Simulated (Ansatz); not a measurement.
# In: pressure against volume, part 2 of 2

How stiff is In, and at what volume does the pressure vanish? The cell is scaled evenly, atoms carried along, and solved with LAPW, PAW and all-electron datasets made for the crystal.

Ansatz 0.2.0; DFT PBE; a database cell (COD). «Crystal datasets» are all-electron PAW datasets made for this crystal. Earlier steps stand in the parts before.

## Step 9: Volume × 1.02, PAW

input.yaml reads:

```yaml
crystal:
  lattice:
    - [-1.6369195191, 1.6369195191, 2.4903342523]
    - [1.6369195191, -1.6369195191, 2.4903342523]
    - [1.6369195191, 1.6369195191, -2.4903342523]
  atoms:
    - { symbol: In, position: [0.0, 0.0, 0.0] }
kpoints:
  mp_grid: { grid: [12, 12, 14] }
scf:
  occupations: { method: fermi_dirac, width: 0.05 }
hamiltonian:
  xc: pbe
  pseudopotentials: { kind: paw }
output:
  forces: true
  stress: true
  eigenvalues: true
  efg: { contact_densities: true }
```

Run with:

```sh
> ansatz run input.yaml --threads 1 --pin off --max-ram 3072MiB --backend cpu --events-out ev --progress --plain --runs-dir out
```

The log of the run, shortened:

```text
Warning: crystal.symmetry: narrowed to the stabiliser of the k-point mesh — unitary ops 16 → 4; excluded 12 operations that carry a point of the 12×12×14 mesh (shift [0, 0, 0]) off the mesh (the run samples exactly the mesh kpoints.mp_grid names, as under crystal.symmetry.detect: false, [...]
In: output.efg is read without spin–orbit coupling, which moves field gradients at and beside such atoms by some per cent and up to a factor of two; PAW files take it under magnetization.noncollinear and magnetization.spin_orbit
[...]
Pseudopotentials: kind: paw
Pseudopotential: In, paw, valence charge 13, recommended cutoff 420 eV (normal)
Functional definition: PBE
[...]
Crystal: 1 atoms, lattice volume = 26.691 Å³
Basis set: ecut = 420 eV, 541 PW (Γ), exchange–correlation on 48×48×48 points (8 copies of the dense FFT grid, shifted against one another)
Bands: 11, of which v1, the nominal top of the filled ones, is band 7 counted from 1 (6 counted from 0)
Symmetry: 4 space group operations
k-points: 554 of 2016
[...]
SCF iter   7: F=-5597.843388 eV  HF=-5597.843388 eV  |F-HF|=2.43e-8  |Δ(HF+E_count)|=   2.21e-7  Δρ=1.11e-5  dr2=1.90e-8  ethr=7.69e-10  ⟨swp⟩=4.1  Hψ=23729  notcnv=0
[...]
SCF converged after 7 iterations
Free energy (F): -5597.843388 eV
[...]
E sigma→0 (E₀):  -5597.841306 eV
Entropy (-TS):   -0.004164 eV (-4.164 meV/atom)
Fermi energy:    9.964565 eV
[...]
--- Forces (eV/Å), atoms counted from 1 ---
  atom   1  In    -0.00000000     0.00000000     0.00000000
[...]
--- Stress (GPa, compression-positive) ---
        1.095820      -0.177647       0.164740
       -0.177647       1.095820       0.164740
        0.164740       0.164740       1.366890
  P = ⅓ Tr σ = 1.1862 GPa (11.862 kbar)
--- PAW observables at the nuclei: V_zz in 10²¹ V/m², potentials from the cell's mean, atoms counted from 1 ---
  atom   1  In V_zz =    +1.792383   η = 0.1952   by run symmetry: allowed
            electrostatic potential = -7940.044733 V   contact ρ = 1133080.844648 e/Å³
--- Band table (eV; the first three rows and the last of 554) ---
  k-point 0: bands = ["-4.7028", "-4.6028", "-4.6021", "-4.5257", "-4.4279", "0.5731", "20.3413", "20.3419", "20.5049", "21.5046", "23.7449"]
[...]
```

It took 9.8 s on 1 thread of Arm Neoverse V2, shared host; peak memory 0.45 GiB.

Result: pressure 1.19 GPa; no gap; Vzz In 1.8 (10²¹ V/m²).

## Step 10: Volume × 1.02, crystal datasets

input.yaml: that of step 9 with these lines changed.

```diff
@@ -13,3 +13,3 @@
   xc: pbe
-  pseudopotentials: { kind: paw }
+  pseudopotentials: { kind: all_electron, datasets: crystal }
 output:
```

Run with:

```sh
> ansatz run input.yaml --threads 1 --pin off --max-ram 3072MiB --backend cpu --events-out ev --progress --plain --runs-dir out
```

The log of the run, shortened:

```text
Warning: crystal.symmetry: narrowed to the stabiliser of the k-point mesh — unitary ops 16 → 4; excluded 12 operations that carry a point of the 12×12×14 mesh (shift [0, 0, 0]) off the mesh (the run samples exactly the mesh kpoints.mp_grid names, as under crystal.symmetry.detect: false, [...]
In: output.efg is read without spin–orbit coupling, which moves field gradients at and beside such atoms by some per cent and up to a factor of two; PAW files take it under magnetization.noncollinear and magnetization.spin_orbit
[...]
[... 1 set-up line as earlier in the session ...]
Pseudopotential: In, paw, valence charge 13, recommended cutoff 240 eV (normal), Koelling and Harmon's equation, gaussian nucleus
[... 1 set-up line as earlier in the session ...]
[...]
Crystal: 1 atoms, lattice volume = 26.691 Å³
Basis set: ecut = 240 eV, 231 PW (Γ), exchange–correlation on 36×36×36 points (8 copies of the dense FFT grid, shifted against one another)
Bands: 11, of which v1, the nominal top of the filled ones, is band 7 counted from 1 (6 counted from 0)
[...]
Past the cutoffs: a stress includes 0.0031 GPa for waves and charges beyond them, in addition to the slope of what the spheres take
In the spheres:  the bands' charges fall short by 4.6e-6 e at most (sound up to 1e-3)
Fermi energy:    13.183051 eV
[...]
  The terms above E_closure are by the made datasets' own strengths, without shells solved beside the bands.
--- Forces (eV/Å), atoms counted from 1 ---
  atom   1  In    -0.00000000    -0.00000000     0.00000000
[...]
--- Stress (GPa, compression-positive) ---
        1.096443      -0.177658       0.164646
       -0.177658       1.096443       0.164646
        0.164646       0.164646       1.368274
  P = ⅓ Tr σ = 1.1871 GPa (11.871 kbar)
--- PAW observables at the nuclei: V_zz in 10²¹ V/m², potentials from the cell's mean, atoms counted from 1 ---
  atom   1  In V_zz =    +1.802871   η = 0.1949   by run symmetry: allowed
            electrostatic potential = -7940.000371 V   contact ρ = 1133021.933596 e/Å³
--- Band table (eV; the first three rows and the last of 554) ---
  k-point 0: bands = ["-1.4852", "-1.3847", "-1.3840", "-1.3074", "-1.2105", "3.7916", "23.5594", "23.5600", "23.7236"]
[...]
```

Run time: 21 s. Hardware: 1 thread of Arm Neoverse V2, shared host; peak memory 0.56 GiB.

Read from it: pressure 1.19 GPa; no gap; Vzz In 1.8 (10²¹ V/m²).

## Step 11: Volume × 1.06, LAPW

input.yaml reads:

```yaml
crystal:
  lattice:
    - [-1.6580433912, 1.6580433912, 2.522471142]
    - [1.6580433912, -1.6580433912, 2.522471142]
    - [1.6580433912, 1.6580433912, -2.522471142]
  atoms:
    - { symbol: In, position: [0.0, 0.0, 0.0] }
kpoints:
  mp_grid: { grid: [12, 12, 14] }
  band_path:
    path:
      - [0.0, 0.0, 0.0]
      - [0.0, 0.0, 0.5]
      - [0.25, 0.25, 0.25]
      - [0.0, 0.5, 0.0]
      - [0.0, 0.0, 0.0]
      - [0.5, 0.5, -0.5]
      - [0.3580138334, 0.6419861666, -0.3580138334]
      - [-0.3580138334, 0.3580138334, 0.3580138334]
      - [0.0, 0.0, 0.0]
    npoints: 5
scf:
  occupations: { method: fermi_dirac, width: 0.05 }
hamiltonian:
  xc: pbe
  pseudopotentials: { kind: all_electron, lapw: { basis_error: 0.001 } }
output:
  forces: true
  stress: true
  eigenvalues: true
```

Run with:

```sh
> ansatz run input.yaml --threads 1 --pin off --max-ram 3072MiB --backend cpu --events-out ev --progress --plain --runs-dir out
```

The log of the run, shortened:

```text
Warning: crystal.symmetry: narrowed to the stabiliser of the k-point mesh — unitary ops 16 → 4; excluded 12 operations that carry a point of the 12×12×14 mesh (shift [0, 0, 0]) off the mesh (the run samples exactly the mesh kpoints.mp_grid names, as under crystal.symmetry.detect: false, [...]
LAPW: plane waves up to 6.682 Å⁻¹, error target 1.0e-3 eV per atom; small_component_spin mean_spin; In in spheres of 1.658 Å, 21 of its electrons in bands, Dirac shells []
[...]
[... 3 set-up lines as earlier in the session ...]
[...]
Crystal: 1 atoms, lattice volume = 27.738 Å³
Basis set: ecut = 170.08869126597526 eV, 145 PW (Γ), exchange–correlation at level 2
Bands: 15, of which v1, the nominal top of the filled ones, is band 11 counted from 1 (10 counted from 0)
[... 1 set-up line as earlier in the session ...]
k-points: 554 of 2016
[...]
SCF iter   1: F=—  HF=-160045.997549 eV  |F-HF|=—  |Δ(HF+E_count)|=         —  Δρ=5.62e-3  dr2=6.54e-3  ethr=3.09e-5  ⟨swp⟩=3.6  Hψ=60163  notcnv=0
[...]
SCF iter   7: F=-160045.973311 eV  HF=-160045.973311 eV  |F-HF|=1.25e-8  |Δ(HF+E_count)|=   1.38e-7  Δρ=1.37e-5  dr2=6.86e-8  ethr=3.35e-9  ⟨swp⟩=2.1  Hψ=23667  notcnv=0
[...]
NSCF: frozen V_eff on 41 k-points
SCF converged after 7 iterations
Free energy (F): -160045.973311 eV
[...]
E sigma→0 (E₀):  -160045.971193 eV
Entropy (-TS):   -0.004236 eV (-4.236 meV/atom)
Fermi energy:    12.533877 eV
[...]
--- Forces (eV/Å), atoms counted from 1 ---
  atom   1  In     0.00000000    -0.00000000     0.00000000
[...]
--- Stress (GPa, compression-positive) ---
       -0.340173      -0.106186       0.126034
       -0.106186      -0.340173       0.126034
        0.126034       0.126034      -0.088828
  P = ⅓ Tr σ = -0.2564 GPa (-2.564 kbar)
--- Band table (eV; the first three rows and the last of 554) ---
  k-point 0: bands = ["-102.8711", "-61.3525", "-61.3458", "-61.3453", "-2.0852", "-1.9943", "-1.9938", "-1.9257", "-1.8374", "3.4057", "22.5765", "22.5768", "22.7206", "23.9927", "25.9996"]
[...]
```

It took 38 s on 1 thread of Arm Neoverse V2, shared host; peak memory 0.56 GiB.

Read from it: pressure -0.26 GPa; no gap.

## Step 12: Volume × 1.06, PAW

input.yaml reads:

```yaml
crystal:
  lattice:
    - [-1.6580433912, 1.6580433912, 2.522471142]
    - [1.6580433912, -1.6580433912, 2.522471142]
    - [1.6580433912, 1.6580433912, -2.522471142]
  atoms:
    - { symbol: In, position: [0.0, 0.0, 0.0] }
kpoints:
  mp_grid: { grid: [12, 12, 14] }
scf:
  occupations: { method: fermi_dirac, width: 0.05 }
hamiltonian:
  xc: pbe
  pseudopotentials: { kind: paw }
output:
  forces: true
  stress: true
  eigenvalues: true
  efg: { contact_densities: true }
```

Run with:

```sh
> ansatz run input.yaml --threads 1 --pin off --max-ram 3072MiB --backend cpu --events-out ev --progress --plain --runs-dir out
```

The log of the run, shortened:

```text
Warning: crystal.symmetry: narrowed to the stabiliser of the k-point mesh — unitary ops 16 → 4; excluded 12 operations that carry a point of the 12×12×14 mesh (shift [0, 0, 0]) off the mesh (the run samples exactly the mesh kpoints.mp_grid names, as under crystal.symmetry.detect: false, [...]
In: output.efg is read without spin–orbit coupling, which moves field gradients at and beside such atoms by some per cent and up to a factor of two; PAW files take it under magnetization.noncollinear and magnetization.spin_orbit
[...]
[... 3 set-up lines as earlier in the session ...]
[...]
Crystal: 1 atoms, lattice volume = 27.738 Å³
Basis set: ecut = 420 eV, 549 PW (Γ), exchange–correlation on 48×48×48 points (8 copies of the dense FFT grid, shifted against one another)
Bands: 11, of which v1, the nominal top of the filled ones, is band 7 counted from 1 (6 counted from 0)
[... 1 set-up line as earlier in the session ...]
k-points: 554 of 2016
[...]
SCF iter   7: F=-5597.846235 eV  HF=-5597.846235 eV  |F-HF|=8.22e-9  |Δ(HF+E_count)|=   6.19e-8  Δρ=6.38e-6  dr2=6.39e-9  ethr=7.69e-10  ⟨swp⟩=4.8  Hψ=18456  notcnv=0
[...]
SCF converged after 7 iterations
Free energy (F): -5597.846235 eV
[...]
E sigma→0 (E₀):  -5597.844117 eV
Entropy (-TS):   -0.004236 eV (-4.236 meV/atom)
Fermi energy:    9.437092 eV
[...]
--- Forces (eV/Å), atoms counted from 1 ---
  atom   1  In     0.00000000    -0.00000000     0.00000000
[...]
--- Stress (GPa, compression-positive) ---
       -0.343259      -0.106175       0.126127
       -0.106175      -0.343259       0.126127
        0.126127       0.126127      -0.093306
  P = ⅓ Tr σ = -0.2599 GPa (-2.599 kbar)
--- PAW observables at the nuclei: V_zz in 10²¹ V/m², potentials from the cell's mean, atoms counted from 1 ---
  atom   1  In V_zz =    +1.708673   η = 0.1260   by run symmetry: allowed
            electrostatic potential = -7939.408008 V   contact ρ = 1133082.834262 e/Å³
--- Band table (eV; the first three rows and the last of 554) ---
  k-point 0: bands = ["-5.1815", "-5.0911", "-5.0906", "-5.0226", "-4.9336", "0.3090", "19.4801", "19.4804", "19.6237", "20.9002", "22.9013"]
[...]
```

It took 9.3 s on 1 thread of Arm Neoverse V2, shared host; peak memory 0.45 GiB.

This run gives: pressure -0.26 GPa; no gap; Vzz In 1.7 (10²¹ V/m²).

## Step 13: Volume × 1.06, crystal datasets

input.yaml: that of step 12 with these lines changed.

```diff
@@ -13,3 +13,3 @@
   xc: pbe
-  pseudopotentials: { kind: paw }
+  pseudopotentials: { kind: all_electron, datasets: crystal }
 output:
```

Run with:

```sh
> ansatz run input.yaml --threads 1 --pin off --max-ram 3072MiB --backend cpu --events-out ev --progress --plain --runs-dir out
```

The log of the run, shortened:

```text
Warning: crystal.symmetry: narrowed to the stabiliser of the k-point mesh — unitary ops 16 → 4; excluded 12 operations that carry a point of the 12×12×14 mesh (shift [0, 0, 0]) off the mesh (the run samples exactly the mesh kpoints.mp_grid names, as under crystal.symmetry.detect: false, [...]
In: output.efg is read without spin–orbit coupling, which moves field gradients at and beside such atoms by some per cent and up to a factor of two; PAW files take it under magnetization.noncollinear and magnetization.spin_orbit
[...]
[... 3 set-up lines as earlier in the session ...]
[...]
Crystal: 1 atoms, lattice volume = 27.738 Å³
Basis set: ecut = 240 eV, 247 PW (Γ), exchange–correlation on 36×36×36 points (8 copies of the dense FFT grid, shifted against one another)
Bands: 11, of which v1, the nominal top of the filled ones, is band 7 counted from 1 (6 counted from 0)
[...]
Past the cutoffs: a stress includes 0.0030 GPa for waves and charges beyond them, in addition to the slope of what the spheres take
In the spheres:  the bands' charges fall short by 5.1e-6 e at most (sound up to 1e-3)
Fermi energy:    12.533817 eV
[...]
  The terms above E_closure are by the made datasets' own strengths, without shells solved beside the bands.
--- Forces (eV/Å), atoms counted from 1 ---
  atom   1  In    -0.00000000     0.00000000     0.00000000
[...]
--- Stress (GPa, compression-positive) ---
       -0.341818      -0.106189       0.126044
       -0.106189      -0.341818       0.126044
        0.126044       0.126044      -0.090686
  P = ⅓ Tr σ = -0.2581 GPa (-2.581 kbar)
--- PAW observables at the nuclei: V_zz in 10²¹ V/m², potentials from the cell's mean, atoms counted from 1 ---
  atom   1  In V_zz =    +1.718564   η = 0.1258   by run symmetry: allowed
            electrostatic potential = -7939.368009 V   contact ρ = 1133023.925954 e/Å³
--- Band table (eV; the first three rows and the last of 554) ---
  k-point 0: bands = ["-2.0854", "-1.9943", "-1.9938", "-1.9256", "-1.8376", "3.4057", "22.5764", "22.5767", "22.7206"]
[...]
```

Run time: 53 s. Hardware: 1 thread of Arm Neoverse V2, shared host; peak memory 0.57 GiB.

Result: pressure -0.26 GPa; no gap; Vzz In 1.7 (10²¹ V/m²).

## Step 14: The equation of state

| method | volume (Å³/atom) | F above the lowest (meV/atom) | pressure (GPa) | Vzz In (10²¹ V/m²) |
| --- | --- | --- | --- | --- |
| LAPW | 25.121 | 27.9 | 4.09 | – |
| LAPW | 25.906 | 11.8 | 2.51 | – |
| LAPW | 26.691 | 2.9 | 1.19 | – |
| LAPW | 27.738 | 0.0 | -0.26 | – |
| PAW | 25.121 | 27.9 | 4.09 | 1.95 |
| PAW | 25.906 | 11.8 | 2.51 | 1.86 |
| PAW | 26.691 | 2.8 | 1.19 | 1.79 |
| PAW | 27.738 | 0.0 | -0.26 | 1.71 |
| crystal datasets | 25.121 | – | 4.09 | 1.96 |
| crystal datasets | 25.906 | – | 2.51 | 1.87 |
| crystal datasets | 26.691 | – | 1.19 | 1.80 |
| crystal datasets | 27.738 | – | -0.26 | 1.72 |

## Step 15: What came out

What follows sums up all 2 parts.

| quantity | value |
| --- | --- |
| equilibrium volume (LAPW) | 27.534 Å³/atom |
| bulk modulus (LAPW) | 35 GPa |
| its pressure derivative (LAPW) | 5.1 |
| equilibrium volume (PAW) | 27.531 Å³/atom |
| bulk modulus (PAW) | 35 GPa |
| its pressure derivative (PAW) | 5.1 |
| equilibrium volume (crystal datasets) | 27.533 Å³/atom |
| bulk modulus (crystal datasets) | 35 GPa |
| its pressure derivative (crystal datasets) | 5.1 |

What this shows: A third-order Birch-Murnaghan fit to the LAPW pressures puts zero pressure at 27.53 Å³/atom, +5.2 % from the given cell, with a bulk modulus of 35 GPa. Shape and positions are held, so a fully relaxed modulus can be lower. PAW's volume lies less than 0.01 % and its modulus +0.1 % from LAPW's. No thermal or zero-point expansion is included. The k mesh doesn't keep the crystal's whole symmetry, which leaves small spurious terms.
